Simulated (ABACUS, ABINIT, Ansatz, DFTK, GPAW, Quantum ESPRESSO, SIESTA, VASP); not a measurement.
**Pb: programs and potentials compared**

```
Pb
1.0
     0.00000    2.47502    2.47502
     2.47502    0.00000    2.47502
     2.47502    2.47502    0.00000
Pb
1
Direct
  0.00000 0.00000 0.00000
```

Alike in all runs: task single point; functional PBE; k mesh 9 × 9 × 9; occupations fermi-dirac, width 0.05 eV; no spin polarisation; no spin-orbit coupling. Pressure is positive in compression and, in plane waves, holds the error of the finite cutoff, which Ansatz's Pulay term estimates and takes out.

```json
{"program and potentials": "DFTK, PseudoDojo SR PBE 0.4.1 standard (PBE)", "plane-wave cutoff (eV)": "925", "notes": "-", "pressure (GPa)": "2.26"}
{"program and potentials": "GPAW, GPAW PAW data sets (gpaw-data 1.2.1)", "plane-wave cutoff (eV)": "600", "notes": "-", "pressure (GPa)": "2.01"}
{"program and potentials": "Ansatz, all-electron LAPW, scalar-relativistic", "plane-wave cutoff (eV)": "-", "notes": "-", "pressure (GPa)": "2.27"}
{"program and potentials": "SIESTA, files PseudoDojo sr-pbe-0.4.1-standard, DZP (energy shift 0.003 Ry; two zetas on semicore shells)", "plane-wave cutoff (eV)": "-", "notes": "atomic basis", "pressure (GPa)": "2.83"}
{"program and potentials": "Quantum ESPRESSO, SSSP 1.3 efficiency PBE", "plane-wave cutoff (eV)": "748", "notes": "-", "pressure (GPa)": "2.13"}
{"program and potentials": "VASP, PBE PAW files Pb_d, 520 eV", "plane-wave cutoff (eV)": "520", "notes": "-", "pressure (GPa)": "2.20"}
{"program and potentials": "ABACUS, PseudoDojo NC SR 0.4.1 PBE standard, plane waves", "plane-wave cutoff (eV)": "857", "notes": "-", "pressure (GPa)": "2.21"}
{"program and potentials": "ABINIT, JTH PAW PBE v2.0", "plane-wave cutoff (eV)": "599", "notes": "-", "pressure (GPa)": "2.34"}
{"program and potentials": "Ansatz, Ansatz PAW (earlier soft set)", "plane-wave cutoff (eV)": "420", "notes": "Pulay term of +0.03 GPa included", "pressure (GPa)": "2.27"}
```

The pressure spans 2.01 (GPAW, GPAW PAW data sets (gpaw-data 1.2.1)) to 2.83 GPa (SIESTA, files PseudoDojo sr-pbe-0.4.1-standard, DZP (energy shift 0.003 Ry; two zetas on semicore shells)), with all-electron results at 2.27. Rows in atomic bases carry the error of their basis and grid, which can be large.

Differences between rows come from potentials, basis sets and numerical settings, since the functional is the same but for its coding. Runs on potential files found faulty are left out.
